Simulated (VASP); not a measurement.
# CaO (Lime) (Fm-3m) in VASP: settings compared

One crystal, CaO (Lime), is run at these levels: RPBE, PBEsol, r2SCAN; tasks: relaxation of cell and atoms.

All numbers are computed with VASP 6.6.1; they aren't measurements. Logs are shortened: lines on timing, memory, paths and dates and some standing lists are left out, and cuts for length are marked.

## (1) The structure

Symmetry: Fm-3m, No. 225, cubic system. Conventional cell: a = 4.896 Å, b = 4.896 Å, c = 4.896 Å, α = 90.00°, β = 90.00°, γ = 90.00°. Ca (site symmetry m-3m) has 6 O at 2.45 Å as nearest neighbours. O (site symmetry m-3m) has 6 Ca at 2.45 Å as nearest neighbours.

## (2) Relaxation of cell and atoms, RPBE

Input file INCAR:

```
SYSTEM = CaO
ALGO = Normal
EDIFF = 1E-7
EDIFFG = -0.005
ENCUT = 600
GGA = RP
IBRION = 2
ISIF = 3
ISMEAR = 0
LASPH = .TRUE.
LCHARG = .FALSE.
LREAL = .FALSE.
LWAVE = .FALSE.
NELM = 80
NSW = 90
PREC = Accurate
SIGMA = 0.03
```

Input file KPOINTS:

```
k-points
0
G
  10 10 10
  0 0 0
```

Input file POSCAR:

```
CaO                                     
1.0
    0.0000000000      2.4480177174      2.4480177174
    2.4480177174      0.0000000000      2.4480177174
    2.4480177174      2.4480177174     -0.0000000000
  Ca              O             
     1     1
Direct
     0.0000000000000000    0.0000000000000000    0.0000000000000000
     0.5000000000000000    0.5000000000000000    0.5000000000000000
```

Potentials or basis: VASP PAW PBE potentials, release 64 (Ca_sv, O).

Launch:

```console
> cat potpaw_PBE.64/Ca_sv/POTCAR potpaw_PBE.64/O/POTCAR > POTCAR
> mpirun -np 1 vasp_std > vasp.out
```

OUTCAR:

```text
SYSTEM = CaO
   EDIFF = 1E-7
   EDIFFG = -0.005
   ENCUT = 600
   GGA = RP
   IBRION = 2
   ISIF = 3
   ISMEAR = 0
   LASPH = .TRUE.
   LREAL = .FALSE.
   NELM = 80
   NSW = 90
   PREC = Accurate

 ion  position               nearest neighbor table
   1  0.000  0.000  0.000-   2 2.45   2 2.45   2 2.45   2 2.45   2 2.45   2 2.45
   2  0.500  0.500  0.500-   1 2.45   1 2.45   1 2.45   1 2.45   1 2.45   1 2.45

  LATTYP: Found a face centered cubic cell.
 ALAT       =     4.8960354348

  Lattice vectors:

 A1 = (   0.0000000000,   2.4480177174,   2.4480177174)
 A2 = (   2.4480177174,   0.0000000000,   2.4480177174)
 A3 = (   2.4480177174,   2.4480177174,   0.0000000000)

Analysis of symmetry for initial positions (statically):
=====================================================================
 Subroutine PRICEL returns:
 Original cell was already a primitive cell.

 Routine SETGRP: Setting up the symmetry group for a
 face centered cubic supercell.

 Subroutine GETGRP returns: Found 48 space group operations
 (whereof 48 operations were pure point group operations)
 out of a pool of 48 trial point group operations.

The static configuration has the point symmetry O_h .

Analysis of symmetry for dynamics (positions and initial velocities):
=====================================================================
 Subroutine PRICEL returns:
 Original cell was already a primitive cell.

 Routine SETGRP: Setting up the symmetry group for a
 face centered cubic supercell.

 Subroutine GETGRP returns: Found 48 space group operations
 (whereof 48 operations were pure point group operations)
 out of a pool of 48 trial point group operations.

The dynamic configuration has the point symmetry O_h .

 Subroutine INISYM returns: Found 48 space group operations
 (whereof 48 operations are pure point group operations),
 and found     1 'primitive' translations

----------------------------------------------------------------------------------------

                                     Primitive cell

  volume of cell :      29.3409

  direct lattice vectors                    reciprocal lattice vectors
     0.000000000  2.448017717  2.448017717    -0.204246888  0.204246888  0.204246888
     2.448017717  0.000000000  2.448017717     0.204246888 -0.204246888  0.204246888
     2.448017717  2.448017717  0.000000000     0.204246888  0.204246888 -0.204246888

  length of vectors
     3.462019857  3.462019857  3.462019857     0.353765987  0.353765987  0.353765987

  position of ions in fractional coordinates (direct lattice)
     0.000000000  0.000000000  0.000000000
     0.500000000  0.500000000  0.500000000

  ion indices of the primitive-cell ions
   primitive index   ion index
                 1           1
                 2           2

----------------------------------------------------------------------------------------

 KPOINTS: k-points

Automatic generation of k-mesh.
 Grid dimensions read from file:
 generate k-points for:   10   10   10

 Generating k-lattice:

  Cartesian coordinates                     Fractional coordinates (reciprocal lattice)
    -0.020424689  0.020424689  0.020424689     0.100000000  0.000000000  0.000000000
     0.020424689 -0.020424689  0.020424689     0.000000000  0.100000000  0.000000000
     0.020424689  0.020424689 -0.020424689     0.000000000  0.000000000  0.100000000

  Length of vectors
     0.035376599  0.035376599  0.035376599

  Shift w.r.t. Gamma in fractional coordinates (k-lattice)
     0.000000000  0.000000000  0.000000000

 Subroutine IBZKPT returns following result:
 ===========================================

 Found     47 irreducible k-points:

 Following reciprocal coordinates:
            Coordinates               Weight
  0.000000  0.000000  0.000000      1.000000
  0.100000  0.000000  0.000000      8.000000
  0.200000  0.000000  0.000000      8.000000
  0.300000  0.000000  0.000000      8.000000
  0.400000  0.000000  0.000000      8.000000
  0.500000  0.000000  0.000000      4.000000
[... 16 lines left out ...]
  0.300000  0.300000  0.000000      6.000000
  0.400000  0.300000  0.000000     24.000000
 [... further k-points ...]
   k-points           NKPTS =     47   k-points in BZ     NKDIM =     47   number of bands    NBANDS=     12
   number of dos      NEDOS =    301   number of ions     NIONS =      2
   total plane-waves  NPLWV =  21952
   dimension x,y,z NGX =    28 NGY =   28 NGZ =   28
   dimension x,y,z NGXF=    56 NGYF=   56 NGZF=   56
   ions per type =               1   1
   NGX,Y,Z   is equivalent  to a cutoff of  13.45, 13.45, 13.45 a.u.
   NGXF,Y,Z  is equivalent  to a cutoff of  26.89, 26.89, 26.89 a.u.
 SYSTEM =  CaO
   PREC   = accura    normal or accurate (medium, high low for compatibility)
   ISTART =      0    job   : 0-new  1-cont  2-samecut
   ICHARG =      2    charge: 1-file 2-atom 10-const
   ISPIN  =      1    spin polarized calculation?
   LNONCOLLINEAR =      F non collinear calculations
   LSORBIT =      F    spin-orbit coupling
   LASPH  =      T    aspherical Exc in radial PAW
   ENCUT  =  600.0 eV  44.10 Ry    6.64 a.u.   6.91  6.91  6.91*2*pi/ulx,y,z
   NELM   =     80;   NELMIN=  2; NELMDL= -5     # of ELM steps
   EDIFF  = 0.1E-06   stopping-criterion for ELM
   LREAL  =      F    real-space projection
   EDIFFG = -.5E-02   stopping-criterion for IOM
   NSW    =     90    number of steps for IOM
   IBRION =      2    ionic relax: 0-MD 1-quasi-New 2-CG
   NFREE  =      1    steps in history (QN), initial steepest desc. (CG)
   ISIF   =      3    stress and relaxation
   ISYM   =      2    0-nonsym 1-usesym 2-fastsym
   POTIM  = 0.5000    time-step for ionic-motion
   TEBEG  =    0.0;   TEEND  =   0.0 temperature during run
   PSTRESS=    0.0 pullay stress
   NELECT =      16.0000    total number of electrons
   NUPDOWN=      -1.0000    fix difference up-down
   EMIN   =  10.00;   EMAX   =-10.00  energy-range for DOS
   EFERMI =   0.00;   METHOD = LEGACY
   ISMEAR =     0;   SIGMA  =   0.03  broadening in eV -4-tet -1-fermi 0-gaus
   EFERMI_NEDOS =   21; number of points for ismear=-14 and -15
   IALGO  =     38    algorithm
   IMIX   =      4    mixing-type and parameters
     AMIX     =   0.40;   BMIX     =  1.00
     AMIX_MAG =   1.60;   BMIX_MAG =  1.00
  volume/ion in A,a.u.               =      14.67        99.00
  Fermi-wavevector in a.u.,A,eV,Ry     =   1.337489  2.527488 24.339153  1.788877
  Thomas-Fermi vector in A             =   2.466034
   LORBIT       =      0    0 simple, 1 ext, 2 COOP (PROOUT), +10 PAW based schemes
   GGA     = RP    functional components
   LHFCALC =     F    Hartree Fock is set to
   AEXX    =    0.0000 exact exchange contribution
   IVDW    =     0    specifies the selected vdW correction
   LEPSILON=     F    determine dielectric tensor
   LRPA    =     F    only Hartree local field effects (RPA)
 conjugate gradient relaxation of ions
 non-spin polarized calculation
 Gauss-broadening in eV      SIGMA  =   0.03
  energy-cutoff  :      600.00
  volume of cell :       29.34
 maximum number of plane-waves:       991
   NGX = 13   NGY = 13   NGZ = 13

 number of electron      16.0000005 magnetization

 Free energy of the ion-electron system (eV)
  ---------------------------------------------------
  ext. energy  EPLUGINS =         0.00000000
  ---------------------------------------------------
  free energy    TOTEN  =       -12.10054879 eV

  energy without entropy =      -12.10054879  energy(sigma->0) =      -12.10054879

 E-fermi :   2.3643     XC(G=0):  -9.9321

 val. band max:        2.2249640084   @ k =   0.0000   0.0000   0.0000
 cond. band min:       5.9756971309   @ k =   0.5000   0.5000   0.0000
 fundamental gap:      3.7507331225
 Fermi energy:         2.3643471314

 k-point     1 :       0.0000    0.0000    0.0000
  band No.  band energies     occupation
      1     -35.8089      2.00000
      2     -16.5528      2.00000
      3     -16.5528      2.00000
      4     -16.5528      2.00000
      5     -13.2953      2.00000
      6       2.2250      2.00000
      7       2.2250      2.00000
      8       2.2250      2.00000
      9       6.6565      0.00000
     10       8.3700      0.00000
     11       8.3700      0.00000
     12       8.3700      0.00000

 k-point     2 :       0.1000    0.0000    0.0000
  band No.  band energies     occupation
      1     -35.8015      2.00000
      2     -16.6555      2.00000
      3     -16.5572      2.00000
      4     -16.5572      2.00000
      5     -13.1845      2.00000
      6       1.8842      2.00000
      7       2.1003      2.00000
      8       2.1003      2.00000
      9       7.1009      0.00000
     10       8.3394      0.00000
     11       8.5269      0.00000
     12       8.5269      0.00000

 k-point     3 :       0.2000    0.0000    0.0000
  band No.  band energies     occupation
      1     -35.7822      2.00000
      2     -16.8986      2.00000
      3     -16.5686      2.00000
      4     -16.5686      2.00000
      5     -12.9196      2.00000
      6       1.1608      2.00000
      7       1.7996      2.00000
      8       1.7996      2.00000
      9       8.0920      0.00000
     10       8.3846      0.00000
     11       8.9594      0.00000
     12       8.9594      0.00000

 k-point     4 :       0.3000    0.0000    0.0000
  band No.  band energies     occupation
      1     -35.7582      2.00000
      2     -17.1620      2.00000
      3     -16.5826      2.00000
      4     -16.5826      2.00000
      5     -12.6277      2.00000
      6       0.4418      2.00000
      7       1.4679      2.00000
      8       1.4679      2.00000
      9       8.5263      0.00000
     10       9.2939      0.00000
     11       9.5492      0.00000
     12       9.5492      0.00000

 k-point     5 :       0.4000    0.0000    0.0000
  band No.  band energies     occupation
      1     -35.7387      2.00000
      2     -17.3540      2.00000
      3     -16.5938      2.00000
      4     -16.5938      2.00000
      5     -12.4112      2.00000
      6      -0.0622      2.00000
      7       1.2243      2.00000
      8       1.2244      2.00000
      9       8.8801      0.00000
     10      10.0825      0.00000
     11      10.0825      0.00000
     12      10.1572      0.00000
[... 228 lines left out ...]
      1     -35.7319      2.00000
      2     -17.2131      2.00000
      3     -16.7421      2.00000
      4     -16.5991      2.00000
      5     -12.5421      2.00000
      6       0.2424      2.00000
      7       1.2120      2.00000
      8       1.3836      2.00000
      9       8.6459      0.00000
     10       9.3045      0.00000
     11       9.9001      0.00000
     12      10.3733      0.00000

 k-point    22 :      -0.2000    0.2000    0.0000
  band No.  band energies     occupation
      1     -35.7502      2.00000
      2     -17.1150      2.00000
      3     -16.6942      2.00000
      4     -16.5749      2.00000
      5     -12.6444      2.00000
      6       0.4491      2.00000
      7       1.3314      2.00000
      8       1.6398      2.00000
      9       8.2988      0.00000
     10       9.0890      0.00000
     11       9.3876      0.00000
     12      10.0903      0.00000

 k-point    23 :       0.3000    0.3000    0.0000
  band No.  band energies     occupation
      1     -35.7424      2.00000
      2     -17.0024      2.00000
      3     -16.6731      2.00000
      4     -16.6731      2.00000
      5     -12.8703      2.00000
      6       0.5780      2.00000
      7       1.8909      2.00000
      8       1.8909      2.00000
      9       6.6347      0.00000
     10       8.9763      0.00000
     11      10.3957      0.00000
     12      10.5043      0.00000

 k-point    24 :       0.4000    0.3000    0.0000
  band No.  band energies     occupation
      1     -35.7273      2.00000
      2     -17.0551      2.00000
      3     -16.7127      2.00000
      4     -16.6917      2.00000
      5     -12.8632      2.00000
      6       0.6173      2.00000
      7       1.6928      2.00000
      8       1.7861      2.00000
      9       6.5964      0.00000
     10       9.5326      0.00000
     11      10.6847      0.00000
     12      10.7605      0.00000

 [... further k-points ...]

------------------------ aborting loop because EDIFF is reached ----------------------------------------

  FORCE on cell =-STRESS in cart. coord.  units (eV):
  Direction    XX          YY          ZZ          XY          YZ          ZX
  --------------------------------------------------------------------------------------
  -------------------------------------------------------------------------------------
  Total       -0.0030429     -0.0030429     -0.0030429      0.0000000     -0.0000000     -0.0000000
  in kB       -0.1661604     -0.1661604     -0.1661604      0.0000000     -0.0000000     -0.0000000
  external PRESSURE =      -0.1661604 kB  Pullay stress =       0.0000000 kB

 VOLUME and BASIS-vectors are now :
 -----------------------------------------------------------------------------
  energy-cutoff  :      600.00
  volume of cell :       29.34
      direct lattice vectors                 reciprocal lattice vectors
     0.000000000  2.448017717  2.448017717    -0.204246888  0.204246888  0.204246888
     2.448017717  0.000000000  2.448017717     0.204246888 -0.204246888  0.204246888
     2.448017717  2.448017717  0.000000000     0.204246888  0.204246888 -0.204246888

 POSITION                                       TOTAL-FORCE (eV/Angst)
 -----------------------------------------------------------------------------------
      0.00000      0.00000      0.00000        -0.000000     -0.000000     -0.000000
      2.44802      2.44802      2.44802         0.000000      0.000000      0.000000
 -----------------------------------------------------------------------------------
    total drift:                                0.000000      0.000000      0.000000

  FREE ENERGIE OF THE ION-ELECTRON SYSTEM (eV)
  ---------------------------------------------------
  free  energy   TOTEN  =       -12.1005487852 eV

  energy  without entropy=      -12.1005487852  energy(sigma->0) =      -12.10054879

 reached required accuracy - stopping structural energy minimisation
```

Wall time 9.6 s (1 thread of Intel Xeon 6975P-C (Granite Rapids), shared host); peak memory 0.17 GiB.

What came out:

```yaml
Free_energy: -12.1005 eV
Pressure_after_relaxing: 0.0 GPa
Band_gap_on_the_k_mesh: 3.75 eV, indirect (least direct gap 4.13 eV)
```

Final structure:
```
CELL_PARAMETERS angstrom
0.00000 2.44802 2.44802
2.44802 0.00000 2.44802
2.44802 2.44802 0.00000
ATOMIC_POSITIONS crystal
Ca 0.00000 0.00000 0.00000
O 0.50000 0.50000 0.50000
```

Caveat: the relaxation stopped at its first step, so nothing moved; the PAW data sets were made with another functional, which shifts forces and pressure a little.

## (3) Relaxation of cell and atoms, PBEsol

This run uses another cell than the first one, of 13.94 Å³/atom, 0.950 times its volume.

Input file INCAR:

```
PREC = Accurate
ENCUT = 600
EDIFF = 1E-6
ISMEAR = 0
SIGMA = 0.03
LREAL = False
LASPH = True
NELM = 80
ALGO = Normal
ISIF = 3
LWAVE = False
LCHARG = False
GGA = PS
IBRION = 2
NSW = 90
EDIFFG = -0.01
```

Input file KPOINTS:

```
regular mesh
0
Gamma
  10 10 10
```

Input file POSCAR:

```
CaO
1.0
    0.0000000000      2.4065000000      2.4065000000
    2.4065000000      0.0000000000      2.4065000000
    2.4065000000      2.4065000000      0.0000000000
Ca O
1 1
Direct
    0.0000000000      0.0000000000      0.0000000000
    0.5000000000      0.5000000000      0.5000000000
```

Potentials or basis: VASP PAW PBE potentials, release 64 (Ca_sv, O).

Launch:

```console
> cat potpaw_PBE.64/Ca_sv/POTCAR potpaw_PBE.64/O/POTCAR > POTCAR
> mpirun -np 1 vasp_std > vasp.out
```

Run time: 37 s. Hardware: 1 thread of Intel Xeon Platinum 8559C (Emerald Rapids), shared host; peak memory 0.18 GiB.

The run converged. Its results:

| Property | Result |
| --- | --- |
| Free energy | -13.4146 eV |
| Relaxed volume | 13.61 Å³/atom |
| Relaxed cell | a = 3.376 Å, b = 3.376 Å, c = 3.376 Å, α = 60.00°, β = 60.00°, γ = 60.00° |
| Space group after relaxing (to 0.05 Å) | Fm-3m (No. 225) |
| Energy gained by relaxing | 2.8 meV/atom |
| Ionic steps | 3 |
| Pressure after relaxing | 0.0 GPa |
| Band gap on the k mesh | 3.53 eV, indirect (least direct gap 3.90 eV) |

The path:
```
step  energy change (eV)  largest force (eV/Å)  pressure (GPa)  volume (Å³)
   1              0.0000                0.0000           -2.61        27.87
   2             -0.0047                0.0000            1.07        26.97
   3             -0.0055                0.0000            0.00        27.21
```

Final structure:
```cif
data_structure
_symmetry_space_group_name_H-M 'P 1'
_symmetry_Int_Tables_number 1
_cell_length_a 3.3762
_cell_length_b 3.3762
_cell_length_c 3.3762
_cell_angle_alpha 60.000
_cell_angle_beta 60.000
_cell_angle_gamma 60.000
_cell_volume 27.21
loop_
_atom_site_label
_atom_site_type_symbol
_atom_site_fract_x
_atom_site_fract_y
_atom_site_fract_z
_atom_site_occupancy
Ca1 Ca 0.00000 0.00000 0.00000 1
O1 O 0.50000 0.50000 0.50000 1
```

Levels at points of the mesh, in eV from the valence-band top:
| k point | band 6 | band 7 | band 8 | band 9 | band 10 | band 11 |
| --- | --- | --- | --- | --- | --- | --- |
| (0.00, 0.00, 0.00) | 0.00 | 0.00 | 0.00 | 4.73 | 6.24 | 6.24 |
| (0.50, 0.00, 0.00) | -2.74 | -1.26 | -1.26 | 7.11 | 8.48 | 8.49 |
| (0.50, 0.50, 0.00) | -1.31 | -0.37 | -0.37 | 3.53 | 8.19 | 9.04 |

Caveat: the PAW data sets were made with another functional, which shifts forces and pressure a little. As with any semilocal functional, this PBEsol gap is likely too small.

## (4) Relaxation of cell and atoms, PBEsol

This run uses another cell than the first one, of 13.61 Å³/atom, 0.927 times its volume.

Changes to INCAR since step 3:

```diff
@@ -2,3 +2,3 @@
 ENCUT = 600
-EDIFF = 1E-6
+EDIFF = 1E-7
 ISMEAR = 0
@@ -15,2 +15,2 @@
 NSW = 90
-EDIFFG = -0.01
+EDIFFG = -0.005
```

KPOINTS is that of step 3.

Input file POSCAR:

```
CaO                                     
1.0
   -0.0000000000      2.3873311535      2.3873311535
    2.3873311535     -0.0000000000      2.3873311535
    2.3873311535      2.3873311535     -0.0000000000
  Ca              O             
     1     1
Direct
     0.0000000000000000    0.0000000000000000    0.0000000000000000
     0.5000000000000000    0.5000000000000000    0.5000000000000000
```

Launch:

```console
> cat potpaw_PBE.64/Ca_sv/POTCAR potpaw_PBE.64/O/POTCAR > POTCAR
> mpirun -np 1 vasp_std > vasp.out
```

It took 19 s on 1 thread of Intel Xeon Platinum 8559C (Emerald Rapids), shared host; peak memory 0.16 GiB.

It converged, with:

| Item | Value |
| --- | --- |
| Free energy | -13.4136 eV |
| Pressure after relaxing | 0.0 GPa |
| Band gap on the k mesh | 3.53 eV, indirect (least direct gap 3.90 eV) |

Final structure:
```xyz
2
Lattice="0.0000 2.3873 2.3873 2.3873 0.0000 2.3873 2.3873 2.3873 0.0000" Properties=species:S:1:pos:R:3 pbc="T T T"
Ca    0.0000    0.0000    0.0000
O     2.3873    2.3873    2.3873
```

Levels at points of the mesh, in eV from the valence-band top:
| k point | band 5 | band 6 | band 7 | band 8 | band 9 | band 10 | band 11 | band 12 |
| --- | --- | --- | --- | --- | --- | --- | --- | --- |
| (0.00, 0.00, 0.00) | -15.48 | 0.00 | 0.00 | 0.00 | 4.73 | 6.24 | 6.24 | 6.24 |
| (0.50, 0.00, 0.00) | -14.16 | -2.74 | -1.26 | -1.26 | 7.11 | 8.48 | 8.48 | 8.48 |
| (0.50, 0.50, 0.00) | -15.24 | -1.31 | -0.37 | -0.37 | 3.53 | 8.19 | 9.04 | 9.73 |

Caveat: the relaxation stopped at its first step, so nothing moved; the PAW data sets were made with another functional, which shifts forces and pressure a little.

(Part 1 of 2 ends here.)
